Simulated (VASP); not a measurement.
# GaN (P6_3mc) in VASP: G0W0 quasiparticle levels with PBEsol

Aim: the G0W0 quasiparticle levels of GaN with PBEsol.

Everything below comes from runs of VASP 6.6.1. Logs are shortened: lines on timing, memory, paths and dates and some standing lists are left out, and cuts for length are marked.

**1. The crystal as given**

Symmetry: P6_3mc, No. 186, hexagonal system. Conventional cell: a = 3.180 Å, b = 3.180 Å, c = 5.166 Å, α = 90.00°, β = 90.00°, γ = 120.00°. Around Ga (site symmetry 3m) lie 4 N at 1.94 to 1.95 Å. N (site symmetry 3m) is surrounded by 4 Ga at 1.94 to 1.95 Å.

**2. G0W0 quasiparticle levels, PBEsol**

The input, POSCAR:

```
GaN
1.0
    3.1800000000      0.0000000000      0.0000000000
   -1.5900000000      2.7539607840      0.0000000000
    0.0000000000      0.0000000000      5.1660000000
Ga N
2 2
Direct
    0.3333333333      0.6666666667      0.0000000000
    0.6666666667      0.3333333333      0.5000000000
    0.3333333333      0.6666666667      0.3750000000
    0.6666666667      0.3333333333      0.8750000000
```

The input, INCAR.step1:

```
SYSTEM = GaN
ALGO = Normal ; EDIFF = 1E-8
ENCUT = 450 ; GGA = PS
ISMEAR = 0 ; KPAR = 8
LASPH = .True. ; LCHARG = .False.
LREAL = .False. ; LWAVE = .True.
NELM = 60 ; PREC = Accurate
SIGMA = 0.01
```

The input, INCAR.step2:

```
SYSTEM = GaN
ALGO = Exact ; EDIFF = 1E-8
ENCUT = 450 ; GGA = PS
ISMEAR = 0 ; ISTART = 1
KPAR = 8 ; LASPH = .True.
LCHARG = .False. ; LOPTICS = .True.
LREAL = .False. ; LWAVE = .True.
NBANDS = 86 ; NELM = 1
PREC = Accurate ; SIGMA = 0.01
```

The input, INCAR.step3:

```
SYSTEM = GaN
ALGO = EVGW0 ; EDIFF = 1E-8
ENCUT = 450 ; ENCUTGW = 80
GGA = PS ; ISMEAR = 0
ISTART = 1 ; KPAR = 8
LASPH = .True. ; LCHARG = .False.
LREAL = .False. ; LWAVE = .False.
NBANDS = 86 ; NBANDSGW = 26
NELMGW = 1 ; NOMEGA = 50
PREC = Accurate ; PRECFOCK = Fast
SIGMA = 0.01
```

The input, KPOINTS:

```
k-points
0
Gamma
  4 4 3
  0 0 0
```

Potentials or basis: VASP PAW PBE potentials, release 64 (Ga_d_GW, N_GW).

Started as:

```
$ cat potpaw_PBE.64/Ga_d_GW/POTCAR potpaw_PBE.64/N_GW/POTCAR > POTCAR
$ cp INCAR.step1 INCAR
$ mpirun -np 8 vasp_std > vasp.out
$ cp INCAR.step2 INCAR
$ mpirun -np 8 vasp_std > vasp.out
$ cp INCAR.step3 INCAR
$ mpirun -np 8 vasp_std > vasp.out
```

OUTCAR:

```text
SYSTEM = GaN
   EDIFF = 1E-8
   ENCUT = 450
   ENCUTGW = 80
   GGA = PS
   ISMEAR = 0
   ISTART = 1
   LASPH = .True.
   LREAL = .False.
   NELMGW = 1
   PREC = Accurate
   PRECFOCK = Fast

 ion  position               nearest neighbor table
   1  0.333  0.667  0.000-   3 1.94   4 1.95   4 1.95   4 1.95
   2  0.667  0.333  0.500-   4 1.94   3 1.95   3 1.95   3 1.95
   3  0.333  0.667  0.375-   1 1.94   2 1.95   2 1.95   2 1.95
   4  0.667  0.333  0.875-   2 1.94   1 1.95   1 1.95   1 1.95

  LATTYP: Found a hexagonal cell.
 ALAT       =     3.1800000000
 C/A-ratio  =     1.6245283019

  Lattice vectors:

 A1 = (   3.1800000000,   0.0000000000,   0.0000000000)
 A2 = (  -1.5900000000,   2.7539607840,   0.0000000000)
 A3 = (   0.0000000000,   0.0000000000,   5.1660000000)

Analysis of symmetry for initial positions (statically):
=====================================================================
 Subroutine PRICEL returns:
 Original cell was already a primitive cell.

 Routine SETGRP: Setting up the symmetry group for a
 hexagonal supercell.

 Subroutine GETGRP returns: Found 12 space group operations
 (whereof  6 operations were pure point group operations)
 out of a pool of 24 trial point group operations.

The static configuration has the point symmetry C_3v.
 The point group associated with its full space group is C_6v.

Analysis of symmetry for dynamics (positions and initial velocities):
=====================================================================
 Subroutine PRICEL returns:
 Original cell was already a primitive cell.

 Routine SETGRP: Setting up the symmetry group for a
 hexagonal supercell.

 Subroutine GETGRP returns: Found 12 space group operations
 (whereof  6 operations were pure point group operations)
 out of a pool of 24 trial point group operations.

The dynamic configuration has the point symmetry C_3v.
 The point group associated with its full space group is C_6v.

 Subroutine INISYM returns: Found 12 space group operations
 (whereof  6 operations are pure point group operations),
 and found     1 'primitive' translations

----------------------------------------------------------------------------------------

                                     Primitive cell

  volume of cell :      45.2417

  direct lattice vectors                    reciprocal lattice vectors
     3.180000000  0.000000000  0.000000000     0.314465409  0.181556688  0.000000000
    -1.590000000  2.753960784  0.000000000     0.000000000  0.363113377  0.000000000
     0.000000000  0.000000000  5.166000000     0.000000000  0.000000000  0.193573364

  length of vectors
     3.180000000  3.180000000  5.166000000     0.363113377  0.363113377  0.193573364

  position of ions in fractional coordinates (direct lattice)
     0.333333333  0.666666667  0.000000000
     0.666666667  0.333333333  0.500000000
     0.333333333  0.666666667  0.375000000
     0.666666667  0.333333333  0.875000000

  ion indices of the primitive-cell ions
   primitive index   ion index
                 1           1
                 2           2
                 3           3
                 4           4

----------------------------------------------------------------------------------------

 KPOINTS: k-points

Automatic generation of k-mesh.
 Grid dimensions read from file:
 generate k-points for:    4    4    3

 Generating k-lattice:

  Cartesian coordinates                     Fractional coordinates (reciprocal lattice)
     0.078616352  0.045389172  0.000000000     0.250000000  0.000000000  0.000000000
     0.000000000  0.090778344  0.000000000     0.000000000  0.250000000  0.000000000
     0.000000000  0.000000000  0.064524455     0.000000000  0.000000000  0.333333333

  Length of vectors
     0.090778344  0.090778344  0.064524455

  Shift w.r.t. Gamma in fractional coordinates (k-lattice)
     0.000000000  0.000000000  0.000000000

 Subroutine IBZKPT returns following result:
 ===========================================

 Found      8 irreducible k-points:

 Following reciprocal coordinates:
            Coordinates               Weight
  0.000000  0.000000  0.000000      1.000000
  0.250000  0.000000  0.000000      6.000000
  0.500000  0.000000  0.000000      3.000000
  0.250000  0.250000  0.000000      6.000000
  0.000000  0.000000  0.333333      2.000000
  0.250000  0.000000  0.333333     12.000000
  0.500000  0.000000  0.333333      6.000000
  0.250000  0.250000  0.333333     12.000000
   k-points           NKPTS =      8   k-points in BZ     NKDIM =     48   number of bands    NBANDS=     86
   number of dos      NEDOS =    301   number of ions     NIONS =      4
   total plane-waves  NPLWV =  20736
   dimension x,y,z NGX =    24 NGY =   24 NGZ =   36
   dimension x,y,z NGXF=    48 NGYF=   48 NGZF=   72
   ions per type =               2   2
   NGX,Y,Z   is equivalent  to a cutoff of  12.55, 12.55, 11.59 a.u.
   NGXF,Y,Z  is equivalent  to a cutoff of  25.09, 25.09, 23.17 a.u.
 SYSTEM =  GaN
   PREC   = accura    normal or accurate (medium, high low for compatibility)
   ISTART =      1    job   : 0-new  1-cont  2-samecut
   ICHARG =      0    charge: 1-file 2-atom 10-const
   ISPIN  =      1    spin polarized calculation?
   LNONCOLLINEAR =      F non collinear calculations
   LSORBIT =      F    spin-orbit coupling
   LASPH  =      T    aspherical Exc in radial PAW
   ENCUT  =  450.0 eV  33.07 Ry    5.75 a.u.   5.50  5.50  8.94*2*pi/ulx,y,z
   NELM   =     60;   NELMIN=  2; NELMDL=  0     # of ELM steps
   EDIFF  = 0.1E-07   stopping-criterion for ELM
   LREAL  =      F    real-space projection
   EDIFFG = 0.1E-06   stopping-criterion for IOM
   NSW    =      0    number of steps for IOM
   IBRION =     -1    ionic relax: 0-MD 1-quasi-New 2-CG
   NFREE  =      0    steps in history (QN), initial steepest desc. (CG)
   ISIF   =      0    stress and relaxation
   ISYM   =      3    0-nonsym 1-usesym 2-fastsym
   POTIM  = 0.5000    time-step for ionic-motion
   TEBEG  =    0.0;   TEEND  =   0.0 temperature during run
   PSTRESS=    0.0 pullay stress
   NELECT =      36.0000    total number of electrons
   NUPDOWN=      -1.0000    fix difference up-down
   EMIN   =  10.00;   EMAX   =-10.00  energy-range for DOS
   EFERMI =   0.00;   METHOD = LEGACY
   ISMEAR =     0;   SIGMA  =   0.01  broadening in eV -4-tet -1-fermi 0-gaus
   EFERMI_NEDOS =   21; number of points for ismear=-14 and -15
   IALGO  =     38    algorithm
   IMIX   =      4    mixing-type and parameters
     AMIX     =   0.40;   BMIX     =  1.00
     AMIX_MAG =   1.60;   BMIX_MAG =  1.00
  volume/ion in A,a.u.               =      11.31        76.33
  Fermi-wavevector in a.u.,A,eV,Ry     =   1.517036  2.866782 31.312427  2.301398
  Thomas-Fermi vector in A             =   2.626345
   LORBIT       =      0    0 simple, 1 ext, 2 COOP (PROOUT), +10 PAW based schemes
   GGA     = PS    functional components
   LHFCALC =     T    Hartree Fock is set to
   PRECFOCK=fast      Normal, Fast or Accurate (Low or Medium for compatibility)
   ENCUT4O =  -1.0   cutoff for four orbital integrals eV
   NKREDX  =     1    reduce k-point grid by
   NKREDY  =     1    reduce k-point grid by
   NKREDZ  =     1    reduce k-point grid by
   AEXX    =    1.0000 exact exchange contribution
   HFSCREEN=    0.0000 screening length (either q_TF or 0.3 A-1)
   HFSCREENC=   0.0000 screening length for correlation (either q_TF or 0.3 A-1)
   ENCUTFOCK=  -1.0 apply spherical cutoff to Coloumb kernel
   IVDW    =     0    specifies the selected vdW correction
   LEPSILON=     F    determine dielectric tensor
   LRPA    =     F    only Hartree local field effects (RPA)
   LRPAFORCE           =     F    calculate RPA forces
   ENCUTGW             =  80.0    cutoff for response function in eV
   ENCUTGWSOFT         =  64.0    soft cutoff for Coulomb kernel in GW response function in eV
   ENCUTLF             =  -1.0    cutoff for local field effects
   NELMGW              =     1    number of iterations in solving QP/BSE equation
   NELMHF              =     1    number of iterations in the inner HF iteration
   NKREDLFX            =     1    NKREDLFY  =   1   NKREDLFZ  =   1
 non-spin polarized calculation
 Gauss-broadening in eV      SIGMA  =   0.01
  energy-cutoff  :      450.00
  volume of cell :       45.24
 maximum number of plane-waves:      1002
 NGX is ok and might be reduce to    24
  NGX = 14; NGY = 14; NGZ = 24
   NGX = 11   NGY = 11   NGZ = 17
 maximum number of plane-waves:        77
 NGX is ok and might be reduce to    10

 QP shifts <psi_nk| G(iteration)W_0 |psi_nk>: iteration 1
 for sc-GW calculations column KS-energies equals QP-energies in previous step
 and V_xc(KS)=  KS-energies - (<T + V_ion + V_H > + <T+V_H+V_ion>^1  + <V_x>^1)

 k-point   1 :       0.0000    0.0000    0.0000
  band No.  KS-energies  QP-energies   sigma(KS)   V_xc(KS)     V^pw_x(r,r')   Z            occupation Imag(sigma)

      1     -10.9388     -11.8020     -16.1080     -14.8191     -24.5208       0.6698       2.0000       1.0805
      2      -9.9747     -11.8307     -20.7433     -18.0786     -29.3168       0.6965       2.0000       0.7044
      3      -8.3661     -11.8956     -26.3060     -21.4630     -34.7676       0.7288       2.0000       0.2484
      4      -8.3429     -11.8693     -26.3228     -21.4826     -34.7883       0.7286       2.0000       0.2476
      5      -8.3429     -11.8693     -26.3228     -21.4826     -34.7883       0.7286       2.0000       0.2476
      6      -8.2781     -11.8444     -26.4234     -21.5478     -34.8716       0.7315       2.0000       0.2392
[... 18 lines left out ...]
     25      16.7907      18.0031     -10.8080     -12.3673      -5.6186       0.7775       0.0000      -0.1856
     26      16.7907      18.0031     -10.8080     -12.3673      -5.6186       0.7775       0.0000      -0.1856

 k-point   2 :       0.2500    0.0000    0.0000
  band No.  KS-energies  QP-energies   sigma(KS)   V_xc(KS)     V^pw_x(r,r')   Z            occupation Imag(sigma)

      1     -10.4200     -11.5611     -17.5832     -15.9231     -26.0108       0.6874       2.0000       0.9733
      2      -9.8652     -11.9014     -21.4843     -18.5863     -30.0986       0.7026       2.0000       0.6517
      3      -8.3059     -11.8525     -26.3604     -21.5040     -34.8123       0.7303       2.0000       0.2449
      4      -8.2842     -11.8383     -26.4101     -21.5452     -34.8685       0.7306       2.0000       0.2431
      5      -8.2229     -11.7802     -26.3250     -21.4703     -34.7400       0.7327       2.0000       0.2406
      6      -8.1741     -11.7856     -26.6024     -21.6838     -35.0622       0.7343       2.0000       0.2358
[... 18 lines left out ...]
     25      16.4822      17.4100     -10.5488     -11.7410      -5.3971       0.7782       0.0000      -0.1969
     26      17.7795      18.9965     -11.5049     -13.1025      -5.9118       0.7617       0.0000      -0.2704

 k-point   3 :       0.5000    0.0000    0.0000
  band No.  KS-energies  QP-energies   sigma(KS)   V_xc(KS)     V^pw_x(r,r')   Z            occupation Imag(sigma)

      1      -9.9945     -11.7959     -20.5160     -17.9354     -29.0794       0.6981       2.0000       0.7312
      2      -9.8079     -11.9565     -21.9285     -18.8860     -30.5652       0.7062       2.0000       0.6201
      3      -8.2966     -11.8403     -26.2529     -21.4108     -34.6534       0.7319       2.0000       0.2356
      4      -8.2708     -11.8379     -26.4097     -21.5318     -34.8427       0.7313       2.0000       0.2345
      5      -8.1756     -11.7983     -26.5092     -21.5739     -34.9115       0.7340       2.0000       0.2204
      6      -8.1282     -11.7371     -26.4848     -21.5630     -34.8503       0.7332       2.0000       0.2072
[... 114 lines left out ...]
      1      -9.9073     -11.8032     -20.9384     -18.2305     -29.5197       0.7001       2.0000       0.6978
      2      -9.8138     -11.8953     -21.6720     -18.7225     -30.2901       0.7057       2.0000       0.6420
      3      -8.3134     -11.8470     -26.2039     -21.3658     -34.6007       0.7304       2.0000       0.2381
      4      -8.2534     -11.8209     -26.2773     -21.4086     -34.6618       0.7328       2.0000       0.2303
      5      -8.2193     -11.8099     -26.4981     -21.6011     -34.9394       0.7332       2.0000       0.2340
      6      -8.1192     -11.7515     -26.6928     -21.7523     -35.1558       0.7352       2.0000       0.2333
[... 18 lines left out ...]
     25      16.3468      17.4395     -10.8786     -12.2857      -5.7508       0.7765       0.0000      -0.1917
     26      18.2027      19.4553     -11.7878     -13.4484      -5.9481       0.7543       0.0000      -0.3171

 k-point   8 :       0.2500    0.2500    0.3333
  band No.  KS-energies  QP-energies   sigma(KS)   V_xc(KS)     V^pw_x(r,r')   Z            occupation Imag(sigma)

      1      -9.8954     -11.7621     -20.8342     -18.1725     -29.4127       0.7013       2.0000       0.7101
      2      -9.8144     -11.8763     -21.6175     -18.6905     -30.2363       0.7044       2.0000       0.6460
      3      -8.2700     -11.8304     -26.3295     -21.4661     -34.7465       0.7321       2.0000       0.2369
      4      -8.2454     -11.8179     -26.3836     -21.5070     -34.8087       0.7326       2.0000       0.2360
      5      -8.2012     -11.8071     -26.4961     -21.5848     -34.9272       0.7342       2.0000       0.2314
      6      -8.1574     -11.7818     -26.5924     -21.6588     -35.0365       0.7346       2.0000       0.2318
[... 18 lines left out ...]
     25      16.9563      17.9613     -10.5908     -11.8842      -5.3548       0.7771       0.0000      -0.2181
     26      18.3456      19.4543     -10.6718     -12.1087      -5.0766       0.7716       0.0000      -0.2907
```

It took 67 s on 8 MPI ranks of Intel Xeon Platinum 8488C (Sapphire Rapids), shared host; peak memory 0.32 GiB.

Results:

```yaml
Band_gap_on_the_k_mesh_mean-field_level: 1.92 eV, direct
Quasiparticle_gap: 3.06 eV
Least_direct_quasiparticle_gap: 3.06 eV
```

Levels at points of the mesh, in eV from the valence-band top:
```tsv
k point	band 16	band 17	band 18	band 19	band 20	band 21
(0.00, 0.00, 0.00)	-0.07	0.00	0.00	1.92	4.21	9.16
(0.50, 0.00, 0.00)	-2.82	-2.32	-1.00	4.92	5.53	5.96
```

Caveat: the k mesh is coarse (spacing up to 0.57 Å⁻¹), so the values aren't converged; bands, screening cutoff and mesh are small and nothing is extrapolated, so the quasiparticle values aren't converged.
